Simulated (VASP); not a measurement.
# How uniaxial stress along [001] changes CdTe (F-43m)

How do the elastic response and the band edges of CdTe follow uniaxial stress along [001]?

Calculated with VASP 6.6.1; LDA; plane waves and PAW (Cd, Te), in the first sound run; inputs show where later runs differ.

### 1. The starting structure

It takes space group F-43m (No. 216, cubic). The conventional cell has a = 6.481 Å, b = 6.481 Å, c = 6.481 Å, α = 90.00°, β = 90.00°, γ = 90.00°. Cd has 4 Te at 2.81 Å nearest. Nearest to Te lie 4 Cd at 2.81 Å. Farther neighbours and most contacts between anions are not listed.

Coordinates:

```
Cd Te
1.0
     0.00000    3.24050    3.24050
     3.24050    0.00000    3.24050
     3.24050    3.24050    0.00000
Cd Te
1 1
Cartesian
  0.0000 0.0000 0.0000
  1.6202 1.6202 1.6202
```

### 2. Relax the crystal, LDA

The series starts from the cell that this level prefers, so that zero strain is near zero stress.

This step took 2 runs in a row; the last is shown.

Level: LDA; plane waves and PAW (Cd, Te).

INCAR reads:

```
SYSTEM = CdTe
PREC = Accurate
ENCUT = 450
EDIFF = 1E-07
NELM = 120
ISMEAR = 0
SIGMA = 0.02
LREAL = .FALSE.
ALGO = Normal
GGA = CA
NBANDS = 15
LASPH = .TRUE.
LORBIT = 11
LWAVE = .FALSE.
LCHARG = .FALSE.
KPAR = 12
IBRION = 2
NSW = 40
ISIF = 3
EDIFFG = -0.005
POTIM = 0.4
```

POSCAR reads:

```
CdTe
1.0
    0.0000000000      3.2089821090      3.2089821090
    3.2089821090      0.0000000000      3.2089821090
    3.2089821090      3.2089821090      0.0000000000
Cd Te
1 1
Direct
    0.0000000000      0.0000000000      0.0000000000
    0.2500000000      0.2500000000      0.2500000000
```

KPOINTS reads:

```
Automatic mesh
0
Gamma
8 8 8
0 0 0
```

PAW data sets: Cd and Te (LDA family, release 64).

Started as:

```sh
> mpirun -np 12 vasp_std
```

The log of the run:

```text
[banner, memory and clock lines left out]
running   12 mpi-ranks, on    1 nodes
[...]
|                                                                             |
|           W    W    AA    RRRRR   N    N  II  N    N   GGGG   !!!           |
|           W    W   A  A   R    R  NN   N  II  NN   N  G    G  !!!           |
|           W    W  A    A  R    R  N N  N  II  N N  N  G       !!!           |
|           W WW W  AAAAAA  RRRRR   N  N N  II  N  N N  G  GGG   !            |
|           WW  WW  A    A  R   R   N   NN  II  N   NN  G    G                |
|           W    W  A    A  R    R  N    N  II  N    N   GGGG   !!!           |
|                                                                             |
|     For optimal performance we recommend to set                             |
|       NCORE = 2 up to number-of-cores-per-socket                            |
|     NCORE specifies how many cores store one orbital (NPAR=cpu/NCORE).      |
|     This setting can greatly improve the performance of VASP for DFT.       |
[...]
DAV:   4    -0.629292908150E+01   -0.35194E-01   -0.35191E-01  1298   0.418E+00
[...]
DAV:  11    -0.605062394993E+01   -0.39073E-05   -0.20771E-05  1089   0.409E-02    0.319E-02
DAV:  12    -0.605062297949E+01    0.97044E-06   -0.21116E-06   998   0.121E-02    0.158E-02
DAV:  13    -0.605062291532E+01    0.64161E-07   -0.55036E-07  1017   0.340E-03
   1 F= -.60506229E+01 E0= -.60506229E+01  d E =-.605062E+01
[...]
N       E                     dE             d eps       ncg     rms          rms(c)
DAV:   1    -0.605075524948E+01   -0.13227E-03   -0.24533E-03  1038   0.600E-01    0.856E-02
DAV:   2    -0.605063910095E+01    0.11615E-03   -0.29544E-04  1003   0.256E-01    0.277E-02
DAV:   3    -0.605062797639E+01    0.11125E-04   -0.24067E-05  1017   0.491E-02    0.231E-02
DAV:   4    -0.605062611631E+01    0.18601E-05   -0.28907E-06   989   0.124E-02    0.382E-03
DAV:   5    -0.605062602092E+01    0.95385E-07   -0.28256E-07   946   0.684E-03
   2 F= -.60506260E+01 E0= -.60506260E+01  d E =-.310560E-05
 trial-energy change:   -0.000003  1 .order   -0.000004   -0.000013    0.000004
 step:   0.6571(harm=  0.7447)  dis= 0.00000  next Energy=    -6.050627 (dE=-0.391E-05)
 reached required accuracy - stopping structural energy minimisation
```

Elapsed: 9.8 s, on 12 MPI ranks of Intel Xeon Platinum 8375C at 2.90GHz (Ice Lake), shared host; peak memory 2.3 GiB; 1.7 min of CPU time.

Lines that name or quote the potential files are left out of all logs, and their timing lines are given in words.

Parts of OUTCAR (step 2):

```text
  Total        0.0051087      0.0051087      0.0051087     -0.0000000      0.0000000      0.0000000
  in kB        0.1239539      0.1239539      0.1239539     -0.0000000      0.0000000      0.0000000
  external PRESSURE =       0.1239539 kB  Pullay stress =       0.0000000 kB

 POSITION                                       TOTAL-FORCE (eV/Angst)
 -----------------------------------------------------------------------------------
      6.41612      6.41612      6.41612         0.000000      0.000000      0.000000
      1.60403      1.60403      1.60403        -0.000000     -0.000000     -0.000000
 -----------------------------------------------------------------------------------
    total drift:                                0.000000      0.000000      0.000000

  FREE ENERGIE OF THE ION-ELECTRON SYSTEM (eV)
  ---------------------------------------------------
  free  energy   TOTEN  =        -6.0506260209 eV

  energy  without entropy=       -6.0506260209  energy(sigma->0) =       -6.05062602

 reached required accuracy - stopping structural energy minimisation

[... 3 further parts left out ...]
[key lines of the parts left out:]
E-fermi :   2.5537
```

This run gave:

| Property | Result |
| --- | --- |
| energy(sigma→0) of the program | -6.0506 eV |
| stress, compression positive | xx, yy, zz 0.01, 0.01, 0.01 GPa |
| volume | 66.032 Å³ |
| ionic steps | 2 |

### 3. Strain across the axis, LDA

One member in full: the axis is strained by 0.5 %, and the two directions across it are strained alike until their mean stress is under 0.012 GPa or five steps are spent.

This step took 3 runs, each at a new trial strain with the atoms of the one before; the last is shown.

Level: LDA; plane waves and PAW (Cd, Te); cell typed or built by script.

INCAR: that of step 2 with these lines changed.

```diff
@@ -15,7 +15,7 @@
 LCHARG = .FALSE.
-KPAR = 12
-IBRION = 2
-NSW = 40
-ISIF = 3
-EDIFFG = -0.005
-POTIM = 0.4
+KPAR = 3
+IBRION = 1
+NSW = 25
+ISIF = 2
+EDIFFG = -0.004
+POTIM = 0.3
```

POSCAR reads:

```
CdTe
1.0
    0.0000000000      3.2016680060      3.2240995870
    3.2016680060      0.0000000000      3.2240995870
    3.2016680060      3.2016680060      0.0000000000
Cd Te
1 1
Direct
    0.0000000000      0.0000000000      0.0000000000
    0.2500000000      0.2500000000      0.2500000000
```

KPOINTS is that of step 2.

Started as:

```sh
> mpirun -np 3 vasp_std
```

The log of the run:

```text
[banner, memory and clock lines left out]
running    3 mpi-ranks, on    1 nodes
[...]
LDA part: xc-table for (Slater(with rela. corr.)+CA(PZ))
 , standard interpolation
 POSCAR, INCAR and KPOINTS ok, starting setup
[...]
entering main loop
       N       E                     dE             d eps       ncg     rms          rms(c)
DAV:   1     0.943570104469E+02    0.94357E+02   -0.77727E+03  1794   0.929E+02
DAV:   2    -0.283111090295E+01   -0.97188E+02   -0.92557E+02  2162   0.242E+02
DAV:   3    -0.625937812767E+01   -0.34283E+01   -0.34234E+01  2078   0.473E+01
DAV:   4    -0.629278566120E+01   -0.33408E-01   -0.33405E-01  2723   0.414E+00
[...]
DAV:  11    -0.605048246351E+01   -0.39050E-05   -0.21034E-05  2276   0.413E-02    0.319E-02
DAV:  12    -0.605048149644E+01    0.96706E-06   -0.21240E-06  2025   0.123E-02    0.158E-02
DAV:  13    -0.605048143063E+01    0.65814E-07   -0.55393E-07  2260   0.342E-03
   1 F= -.60504814E+01 E0= -.60504814E+01  d E =-.605048E+01
 BRION: g(F)=  0.806E-47 g(S)=  0.000E+00
 reached required accuracy - stopping structural energy minimisation
```

The job ended after 15 s (3 MPI ranks; peak memory 0.53 GiB; 43 s of CPU time).

OUTCAR, selected parts (step 3):

```text
  Total       -0.0000811     -0.0000811     -0.0541437      0.0000000      0.0000000     -0.0000000
  in kB       -0.0019655     -0.0019655     -1.3124035      0.0000000      0.0000000     -0.0000000
  external PRESSURE =      -0.4387782 kB  Pullay stress =       0.0000000 kB

 POSITION                                       TOTAL-FORCE (eV/Angst)
 -----------------------------------------------------------------------------------
      0.00000      0.00000      0.00000        -0.000000     -0.000000     -0.000000
      1.60083      1.60083      1.61205         0.000000      0.000000      0.000000
 -----------------------------------------------------------------------------------
    total drift:                                0.000000      0.000000      0.000000

  FREE ENERGIE OF THE ION-ELECTRON SYSTEM (eV)
  ---------------------------------------------------
  free  energy   TOTEN  =        -6.0504814306 eV

  energy  without entropy=       -6.0504814306  energy(sigma->0) =       -6.05048143

[... 1 part as in an earlier step ...]

[... 3 further parts left out ...]
[key lines of the parts left out:]
E-fermi :   2.5743
```

Read from the output:

```
energy(sigma→0) of the program : -6.0505 eV
stress, compression positive   : xx, yy, zz 0.00, 0.00, -0.13 GPa
ionic steps                    : 1
```

### 4. Band edges, TB-mBJ with spin-orbit coupling

Short lines in KPOINTS_OPT sample the zone centre along and across the axis, for masses, and the other valleys.

Level: TB-mBJ, spin-orbit coupling; plane waves and PAW (Cd, Te); cell typed or built by script.

TB-mBJ has no energy functional, so the total energy, stress and pressure in this output mean nothing.

INCAR reads:

```
SYSTEM = CdTe
PREC = Accurate
ENCUT = 450
EDIFF = 1E-06
NELM = 150
ISMEAR = 0
SIGMA = 0.02
LREAL = .FALSE.
ALGO = Normal
METAGGA = MBJ
LASPH = .TRUE.
LNONCOLLINEAR = .TRUE.
MAGMOM = 0 0 0 0 0 0
NBANDS = 28
GGA_COMPAT = .FALSE.
LSORBIT = .TRUE.
LWAVE = .FALSE.
LCHARG = .FALSE.
KPAR = 3
```

POSCAR is that of step 3.

KPOINTS reads:

```
Automatic mesh
0
Gamma
7 7 7
0 0 0
```

KPOINTS_OPT reads:

```
Line mode
6
Line-mode
Reciprocal
  0.00000000   0.00000000   0.00000000
  0.02565657   0.02565657   0.00000000

  0.00000000   0.00000000   0.00000000
 -0.00000000  -0.02547806  -0.02547806

  0.31000000   0.31000000   0.00000000
  0.50000000   0.50000000   0.00000000

  0.00000000   0.31000000   0.31000000
  0.00000000   0.50000000   0.50000000

  0.45000000   0.45000000   0.45000000
  0.50000000   0.50000000   0.50000000

  0.45000000   0.00000000   0.00000000
  0.50000000   0.00000000   0.00000000

  0.42500000   0.42500000   0.00000000
  0.42500000   0.45047806   0.02547806

  0.50000000   0.50000000   0.50000000
  0.48198429   0.51801571   0.50000000
```

Started as:

```sh
> mpirun -np 3 vasp_ncl
```

The log of the run:

```text
[banner, memory and clock lines left out]
running    3 mpi-ranks, on    1 nodes
[...]
|                                                                             |
|               ----> ADVICE to this user running VASP <----                  |
|                                                                             |
|     You enforced a specific xc type in the INCAR file but a different       |
|     [... a line on the potential file left out ...]
|     I HOPE YOU KNOW WHAT YOU ARE DOING!                                     |
|                                                                             |

 LDA part: xc-table for (None), standard interpolation
 POSCAR, INCAR and KPOINTS ok, starting setup
[...]
entering main loop
       N       E                     dE             d eps       ncg     rms          rms(c)
DAV:   1    -0.467720495883E+02   -0.46772E+02   -0.74739E+03  3272   0.998E+02
DAV:   2    -0.152216723872E+03   -0.10544E+03   -0.10187E+03  3536   0.269E+02
DAV:   3    -0.156952448835E+03   -0.47357E+01   -0.47061E+01  3884   0.578E+01
DAV:   4    -0.157005726790E+03   -0.53278E-01   -0.53246E-01  3888   0.542E+00
[...]
DAV:  36    -0.155633669038E+03    0.72422E-05   -0.21648E-09  1648   0.424E-04    0.310E-05
DAV:  37    -0.155633680073E+03   -0.11035E-04   -0.20538E-10  1648   0.123E-04    0.710E-05
DAV:  38    -0.155633679253E+03    0.82032E-06   -0.49111E-11  1648   0.625E-05
   1 F= -.15563368E+03 E0= -.15563368E+03  d E =-.700443E-26  mag=     0.0000    -0.0000    -0.0000
 Start KPOINTS_OPT (optional k-point list driver)
k-point batch [1-48\48]
       N       E                     dE             ncg
DAV:   1     0.251596527184E+04   -0.13586E+05     2704
DAV:   2    -0.269401695313E+04   -0.52100E+04     3016
DAV:   3    -0.292963993957E+04   -0.23562E+03     3124
DAV:   4    -0.293217751925E+04   -0.25376E+01     3464
DAV:   5    -0.293221532338E+04   -0.37804E-01     3048
DAV:   6    -0.293221655537E+04   -0.12320E-02     3336
DAV:   7    -0.293221660120E+04   -0.45824E-04     3072
DAV:   8    -0.293221660316E+04   -0.19655E-05     2420
DAV:   9    -0.293221660326E+04   -0.99040E-07     1980
```

The job ended after 5.4 min (3 MPI ranks; peak memory 1.5 GiB).

From OUTCAR (step 4):

```text
  LATTYP: Found a body centered tetragonal cell.
 ALAT       =     4.5278423163
 C/A-ratio  =     1.4241218496

 Subroutine GETGRP returns: Found  8 space group operations
 (whereof  8 operations were pure point group operations)

The static configuration has the point symmetry D_2d.

 Found     58 irreducible k-points:

   k-points           NKPTS =     58   k-points in BZ     NKDIM =     58   number of bands    NBANDS=     28

   dimension x,y,z NGX =    32 NGY =   32 NGZ =   32
   dimension x,y,z NGXF=    64 NGYF=   64 NGZF=   64

   ENCUT  =  450.0 eV  33.07 Ry    5.75 a.u.   7.86  7.86  7.83*2*pi/ulx,y,z

   NELECT =      18.0000    total number of electrons

 E-fermi :   3.2163

 k-point     1 :       0.0000    0.0000    0.0000
  band No.  band energies     occupation
    ...
     14       2.2449      1.00000
     15       3.0599      1.00000
     16       3.0599      1.00000
     17       3.0750      1.00000
     18       3.0750      1.00000
     19       4.7040      0.00000
     20       4.7040      0.00000
     21       7.7393      0.00000
     22       7.7393      0.00000
     23       8.0310      0.00000
    ...

 k-point     2 :       0.1429   -0.0000    0.0000
  band No.  band energies     occupation
    ...
     14       1.4968      1.00000
     15       2.4520      1.00000
     16       2.4570      1.00000
     17       2.8907      1.00000
     18       2.9070      1.00000
     19       5.4624      0.00000
     20       5.4630      0.00000
     21       7.9816      0.00000
     22       8.0010      0.00000
     23       8.1448      0.00000
    ...

  Total      -13.9365892    -13.9365892    -13.9999661      0.0000000      0.0000000      0.0000000
  in kB     -337.8127569   -337.8127569   -339.3489670      0.0000000      0.0000000      0.0000000
  external PRESSURE =    -338.3248270 kB  Pullay stress =       0.0000000 kB

 POSITION                                       TOTAL-FORCE (eV/Angst)
 -----------------------------------------------------------------------------------
      0.00000      0.00000      0.00000         0.000000      0.000000     -0.000000
      1.60083      1.60083      1.61205        -0.000000     -0.000000      0.000000
 -----------------------------------------------------------------------------------
    total drift:                                0.000000      0.000000      0.000000

  FREE ENERGIE OF THE ION-ELECTRON SYSTEM (eV)
  ---------------------------------------------------
  free  energy   TOTEN  =      -155.6336792530 eV

  energy  without entropy=     -155.6336792530  energy(sigma->0) =     -155.63367925

 Spin-Orbit-Coupling matrix elements
 Ion:    1  E_soc:     -0.0581475
 Ion:    2  E_soc:     -0.1869789

[... 1 part as in an earlier step ...]

[... 7 further parts left out ...]
```

### 5. Band edges, r2SCAN with spin-orbit coupling

Short lines in KPOINTS_OPT sample the zone centre along and across the axis, for masses, and the other valleys.

Level: r2SCAN, spin-orbit coupling; plane waves and PAW (Cd, Te); cell typed or built by script.

INCAR: that of step 4 with these lines changed.

```diff
@@ -4,3 +4,3 @@
 EDIFF = 1E-06
-NELM = 150
+NELM = 100
 ISMEAR = 0
@@ -9,3 +9,3 @@
 ALGO = Normal
-METAGGA = MBJ
+METAGGA = R2SCAN
 LASPH = .TRUE.
```

POSCAR is that of step 4.

KPOINTS is that of step 4.

KPOINTS_OPT is that of step 4.

Started as:

```sh
> mpirun -np 3 vasp_ncl
```

The log of the run:

```text
[banner, memory and clock lines left out]
running    3 mpi-ranks, on    1 nodes
[...]
[... a notice as in an earlier step ...]

 LDA part: xc-table for (None), standard interpolation
 POSCAR, INCAR and KPOINTS ok, starting setup
[...]
entering main loop
       N       E                     dE             d eps       ncg     rms          rms(c)
DAV:   1    -0.681682649448E+03   -0.68168E+03   -0.76083E+03  3264   0.102E+03
DAV:   2    -0.790080647139E+03   -0.10840E+03   -0.10448E+03  3528   0.273E+02
DAV:   3    -0.795226233452E+03   -0.51456E+01   -0.51111E+01  3876   0.612E+01
DAV:   4    -0.795282432768E+03   -0.56199E-01   -0.56169E-01  3896   0.574E+00
[...]
DAV:  14    -0.790815285758E+03   -0.47506E-05   -0.17175E-05  3360   0.575E-02    0.199E-02
DAV:  15    -0.790815283622E+03    0.21365E-05   -0.57203E-06  3472   0.379E-02    0.691E-03
DAV:  16    -0.790815283631E+03   -0.94069E-08   -0.16675E-07  1648   0.313E-03
   1 F= -.79081528E+03 E0= -.79081528E+03  d E =-.127905E-27  mag=     0.0000     0.0000    -0.0000
 Start KPOINTS_OPT (optional k-point list driver)
k-point batch [1-48\48]
       N       E                     dE             ncg
DAV:   1     0.216795848452E+04   -0.13934E+05     2696
DAV:   2    -0.318773073681E+04   -0.53557E+04     3028
DAV:   3    -0.343231146490E+04   -0.24458E+03     3220
DAV:   4    -0.343502017867E+04   -0.27087E+01     3488
DAV:   5    -0.343504861815E+04   -0.28439E-01     2988
DAV:   6    -0.343504950878E+04   -0.89063E-03     3396
DAV:   7    -0.343504953083E+04   -0.22046E-04     2764
DAV:   8    -0.343504953168E+04   -0.84942E-06     2048
```

Wall time 7 min (3 MPI ranks); peak memory 1.4 GiB; 21 min of CPU time.

(Part 1 of 2 ends here.)

[Lines on the potential files, build, host, timing and source positions are cut from VASP's logs without a mark.]

[Logs are printed without paths, hosts, clocks, repeated set-up lines and the standing remarks that a program may print on its own settings, such as how far it seeks lower states.]

[Hosts, paths, dates, database ids (printed as entryN), source tags and the programs' standing remarks are cut or masked in the printed files.]

[In band tables of VASP the shares of atoms and orbitals are scaled to a sum of 1 inside the atoms' spheres.]
